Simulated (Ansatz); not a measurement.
Method: DFT PBE, scalar-relativistic, plane waves, PAW in Ansatz. All cells share a 420 eV cutoff and Γ-centred k meshes spaced at most about 0.3 Å⁻¹ (about 0.25 or finer for metals, 2π included). No spin polarisation in the final relaxations.

These are static total energies at zero pressure.

Two forms of CdSe were relaxed alike.

A.

```yaml
crystal:
  lattice:
    - [0.00000, 2.86860, 2.86860]
    - [2.86860, 0.00000, 2.86860]
    - [2.86860, 2.86860, 0.00000]
  atoms:
    - { symbol: Cd, position: [0.00000, 0.00000, 0.00000] }
    - { symbol: Se, position: [0.50000, 0.50000, 0.50000] }
```

B.

```yaml
crystal:
  lattice:
    - [1.97024, -7.37924, 0.00000]
    - [1.97024, 7.37924, 0.00000]
    - [0.00000, 0.00000, 3.95213]
  atoms:
    - { symbol: Cd, position: [0.67258, 0.32742, 0.75000] }
    - { symbol: Cd, position: [0.32742, 0.67258, 0.25000] }
    - { symbol: Se, position: [0.86037, 0.13963, 0.75000] }
    - { symbol: Se, position: [0.13963, 0.86037, 0.25000] }
```

Question: Which form is favoured at zero pressure, and by what margin per atom?

Answer: A is lower, by 65 meV/atom. A has the rock salt type, space group Fm-3m (No. 225), 23.6 Å³/atom and no gap on its mesh; B has space group Cmcm (No. 63), 28.7 Å³/atom and a gap of 0.19 eV. Counting Se atoms around Cd (those within 1.25 times the shortest such distance or 1.15 times the sum of covalent radii, 1.27 where that leaves under three), A has Cd 6 and B has Cd 5. In A, Cd is surrounded by 6 Se at 2.87 Å; Se has 6 Cd at 2.87 Å. In B, Cd is surrounded by 5 Se at 2.77–2.83 Å; around Se lie 5 Cd at 2.77–2.83 Å. Origin: A is a Materials Project cell, relaxed; B was invented. A third cell relaxed alike, in F-43m (a Materials Project cell), lies 147 meV/atom below the lower of the two.

Weakly bound directions are ill-defined at this level, which has no dispersion term (Cmcm), and this can change margins and order among such cells. Kohn–Sham gaps at this level usually fall short of measured ones. The zero gap of Fm-3m may come from the functional, which often closes small gaps. Cells relaxed within their symmetry can be saddle points.

Rock salt wins this pair, but neither form is the ground state: the F-43m cell, presumably zinc blende, lies 147 meV/atom lower still. This fits the known preference of CdSe for tetrahedral bonding, in which Cd 5s and 5p states combine with Se 4p in polar covalent bonds.

The Cmcm cell amounts to rock-salt-like double layers pulled apart, so each ion loses one neighbour. The remaining bonds shorten from 2.87 Å to 2.77–2.83 Å, which probably recovers only part of the lost electrostatic and covalent bonding. Cd(II), with its filled d shell and empty 5s, also has no lone pair to occupy the open side of the site, unlike the Tl(I) or Sn(II) ions for which such layered structures are familiar. Energy therefore doesn't simply follow coordination number.

Being both denser and lower in energy, rock salt should gain further on Cmcm under compression, in keeping with its role as the high-pressure form of CdSe. Without a wurtzite cell, the comparison can't identify the overall ground state.
